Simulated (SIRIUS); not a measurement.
## HfC: changing the dispersion correction

```cif
data_structure
_symmetry_space_group_name_H-M 'P 1'
_symmetry_Int_Tables_number 1
_cell_length_a 3.2880
_cell_length_b 3.2880
_cell_length_c 3.2880
_cell_angle_alpha 60.000
_cell_angle_beta 60.000
_cell_angle_gamma 60.000
_cell_volume 25.14
loop_
_atom_site_label
_atom_site_type_symbol
_atom_site_fract_x
_atom_site_fract_y
_atom_site_fract_z
_atom_site_occupancy
Hf1 Hf 0.50000 0.50000 0.50000 1
C1 C 0.00000 0.00000 0.00000 1
```

Kept alike: task equation of state; functional PBE; k mesh 10 × 10 × 10; occupations fermi-dirac, width 0.05 eV; no spin polarisation. Program: SIRIUS, all-electron FP-LAPW, apw+lo standard, cutoff 249 eV. The mesh is that of the run's cell of 2 atoms. No spin-orbit coupling.

| dispersion correction | volume (Å³/atom) | bulk modulus (GPa) |
| --- | --- | --- |
| D3(zero) | 12.365 | 241.7 |
| D3(BJ) | 12.330 | 241.2 |
| D4 | 12.396 | 238.5 |
| none | 12.586 | 233.1 |

Volume and modulus come from cells scaled at fixed shape and fractions.

What does the dispersion correction change here?

The volume runs from 12.330 (D3(BJ)) to 12.586 Å³/atom (none). Against no correction: D3(zero) -1.8 %; D3(BJ) -2.0 %; D4 -1.5 %. Dispersion terms mostly attract and so lower the volume; the schemes' coefficients and damping set how far. Measured: 12.5 Å³/atom (a printed reference work); nearest none, 0.09 Å³/atom off. The runs are for a static lattice. The bulk modulus runs from 233.1 (none) to 241.7 GPa (D3(zero)).
